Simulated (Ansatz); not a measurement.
**Sr: energies, forces and stress near the listed structure**

Aim: see how energy, forces, stress and gap of Sr answer to random distortions, further strains and shifts, swapped elements, distortions that keep the symmetry, other functionals. Nothing is relaxed unless a step says so.

Program: Ansatz 0.2.0. Level of theory: DFT PBE, scalar-relativistic, plane waves, PAW. These are calculated values, not measurements.

1 further run of the same task is left out (set aside as unsound or not needed).

**1. The system as given**

It takes space group P6_3/mmc (No. 194, hexagonal). Conventional cell: a = 4.310 Å, b = 4.310 Å, c = 7.050 Å, α = 90.00°, β = 90.00°, γ = 120.00°. Sr (site symmetry -6m2) is surrounded by 12 Sr at 4.31 Å.

Structure file:

```cif
data_structure
_symmetry_space_group_name_H-M 'P6_3/mmc'
_symmetry_Int_Tables_number 194
_cell_length_a 4.3100
_cell_length_b 4.3100
_cell_length_c 7.0500
_cell_angle_alpha 90.000
_cell_angle_beta 90.000
_cell_angle_gamma 120.000
_cell_volume 113.42
loop_
_atom_site_label
_atom_site_type_symbol
_atom_site_symmetry_multiplicity
_atom_site_Wyckoff_symbol
_atom_site_fract_x
_atom_site_fract_y
_atom_site_fract_z
_atom_site_occupancy
Sr1 Sr 2 c 0.33333 0.66667 0.25000 1
```

The structure comes from the Crystallography Open Database.

**2. A change within the space group**

The change: strain xx, yy, zz, yz, xz, xy = +3.0, +3.0, -3.0, +0.0, +0.0, +0.0 %.

input.yaml

```yaml
crystal:
  lattice:
    - [4.4397743273, 0.0, 0.0]
    - [-2.2198871637, 3.8449573545, 0.0]
    - [0.0, 0.0, 6.8392755]
  atoms:
    - { symbol: Sr, position: [0.3333333333, 0.6666666667, 0.25] }
    - { symbol: Sr, position: [0.6666666667, 0.3333333333, 0.75] }
basis:
  ecutwfc: 420
kpoints:
  mp_grid: { grid: [12, 12, 6] }
hamiltonian:
  xc: pbe
scf:
  occupations: { method: gaussian, width: 0.1 }
output:
  forces: true
  stress: true
  eigenvalues: true
```

The run is started by

```bash
$ ansatz run input.yaml --threads 1 --pin off --max-ram 1331MiB --backend cpu --events-out ev --progress --plain --runs-dir out
```

**3. Another functional, on a distorted cell: LDA**

Changes to input.yaml since step 2:

```diff
@@ -2,5 +2,5 @@
   lattice:
-    - [4.4397743273, 0.0, 0.0]
-    - [-2.2198871637, 3.8449573545, 0.0]
-    - [0.0, 0.0, 6.8392755]
+    - [4.1950094148, 0.0, 0.0]
+    - [-2.0975047075, 3.6329847223, 0.0]
+    - [0.0, 0.0, 6.756156]
   atoms:
@@ -13,3 +13,3 @@
 hamiltonian:
-  xc: pbe
+  xc: lda
 scf:
```

**4. Substitution of an element, cell strained: Sr → Mg, first probe**

input.yaml

```yaml
crystal:
  lattice:
    - [3.597039719, 0.0, 0.0]
    - [-1.7985198595, 3.115127775, 0.0]
    - [0.0, 0.0, 5.3547131815]
  atoms:
    - { symbol: Mg, position: [0.3333333333, 0.6666666667, 0.25] }
    - { symbol: Mg, position: [0.6666666667, 0.3333333333, 0.75] }
basis:
  ecutwfc: 420
kpoints:
  mp_grid: { grid: [6, 6, 4] }
hamiltonian:
  xc: pbe
scf:
  occupations: { method: gaussian, width: 0.1 }
output:
  forces: true
  stress: true
  eigenvalues: true
```

**5. Substitution of an element, cell strained: Sr → Mg**

Changes to input.yaml since step 4:

```diff
@@ -11,3 +11,3 @@
 kpoints:
-  mp_grid: { grid: [6, 6, 4] }
+  mp_grid: { grid: [15, 15, 8] }
 hamiltonian:
@@ -20 +20,2 @@
   eigenvalues: true
+  populations: true
```

**6. A change within a subgroup**

input.yaml

```yaml
crystal:
  lattice:
    - [4.3338345219, 0.0061202003, -0.0074994004]
    - [-2.1616170121, 3.744066603, -2.01952e-05]
    - [-0.012267, -0.0071205, 7.2947055]
  atoms:
    - { symbol: Sr, position: [0.3763402898, 0.6881701449, 0.2771849643] }
    - { symbol: Sr, position: [0.6236597102, 0.3118298551, 0.7228150357] }
basis:
  ecutwfc: 420
kpoints:
  mp_grid: { grid: [10, 10, 6] }
hamiltonian:
  xc: pbe
scf:
  occupations: { method: gaussian, width: 0.1 }
output:
  forces: true
  stress: true
  eigenvalues: true
```

**7. A change within the space group**

input.yaml

```yaml
crystal:
  lattice:
    - [4.1957852149, 0.0, 0.0]
    - [-2.0978926075, 3.6336565848, 0.0]
    - [0.0, 0.0, 6.651675]
  atoms:
    - { symbol: Sr, position: [0.3333333333, 0.6666666667, 0.25] }
    - { symbol: Sr, position: [0.6666666667, 0.3333333333, 0.75] }
basis:
  ecutwfc: 420
kpoints:
  mp_grid: { grid: [12, 12, 6] }
hamiltonian:
  xc: pbe
scf:
  occupations: { method: gaussian, width: 0.1 }
output:
  forces: true
  stress: true
  eigenvalues: true
```

**8. Another functional, on a distorted cell: r2SCAN**

input.yaml

```yaml
crystal:
  lattice:
    - [4.4474461277, 0.0, 0.0]
    - [-2.2237230639, 3.8516013285, 0.0]
    - [0.0, 0.0, 7.2748245]
  atoms:
    - { symbol: Sr, position: [0.3333333333, 0.6666666667, 0.25] }
    - { symbol: Sr, position: [0.6666666667, 0.3333333333, 0.75] }
basis:
  ecutwfc: 500
kpoints:
  mp_grid: { grid: [12, 12, 6] }
hamiltonian:
  xc: r2scan
scf:
  occupations: { method: gaussian, width: 0.1 }
output:
  forces: true
  stress: true
  eigenvalues: true
```

**9. A distortion that keeps the symmetry**

input.yaml

```yaml
crystal:
  lattice:
    - [4.4088716258, 0.0, 0.0]
    - [-2.2044358129, 3.8181948299, 0.0]
    - [0.0, 0.0, 6.788727]
  atoms:
    - { symbol: Sr, position: [0.3333333333, 0.6666666667, 0.25] }
    - { symbol: Sr, position: [0.6666666667, 0.3333333333, 0.75] }
basis:
  ecutwfc: 420
kpoints:
  mp_grid: { grid: [12, 12, 6] }
hamiltonian:
  xc: pbe
scf:
  occupations: { method: gaussian, width: 0.1 }
output:
  forces: true
  stress: true
  eigenvalues: true
```

**10. Random moves and strain, cell strained**

input.yaml

```yaml
crystal:
  lattice:
    - [4.4831329296, 0.0068529004, -0.0018102001]
    - [-2.235631679, 3.8819919597, -0.0052909656]
    - [-0.002961, -0.011703, 7.388823]
  atoms:
    - { symbol: Sr, position: [0.3535145852, 0.6681428615, 0.2576992908] }
    - { symbol: Sr, position: [0.6464854148, 0.3318571385, 0.7423007092] }
basis:
  ecutwfc: 420
kpoints:
  mp_grid: { grid: [10, 10, 6] }
hamiltonian:
  xc: pbe
scf:
  occupations: { method: gaussian, width: 0.1 }
output:
  forces: true
  stress: true
  eigenvalues: true
```

**Question.** What will these runs give? Wanted: for each run, case; energy; pressure; largest force.

As calculated:

| step | case | energy (meV/atom) | pressure (GPa) | largest force (eV/Å) | gap on the mesh (eV) |
| --- | --- | --- | --- | --- | --- |
| 2 | a change within the space group | +0.0 | -0.5 | 0.00 | 0.00 |
| 3 | another functional, on a distorted cell: LDA | n/a | -0.6 | 0.00 | 0.00 |
| 5 | substitution of an element, cell strained: Sr → Mg | n/a | -5.4 | 0.00 | 0.00 |
| 6 | a change within a subgroup | +43.3* | -0.4 | 0.43 | 0.00 |
| 7 | a change within the space group | +4.5 | 1.2 | 0.00 | 0.00 |
| 8 | another functional, on a distorted cell: r2SCAN | n/a | -0.9 | 0.00 | 0.00 |
| 9 | a distortion that keeps the symmetry | -3.4 | -0.3 | 0.00 | 0.00 |
| 10 | random moves and strain, cell strained | +35.0* | -1.4 | 0.10 | 0.00 |

Energies are counted from step 2, with the smearing taken to zero; a star marks another k mesh, which can shift energies by itself, so starred rows don't rank against the others. Other atoms or functionals have another zero of energy (n/a). A gap of 0.00 means none on the mesh at this level.

Among the distorted cells of the listed formula and level the largest force, 0.43 eV/Å, comes in step 6, shared by 2 atoms. The pressure is 1.2 GPa in the smallest cell and -1.4 GPa in the largest; between them shape and moved atoms count too. The distorted cells of the listed formula and level show no gap on the mesh.
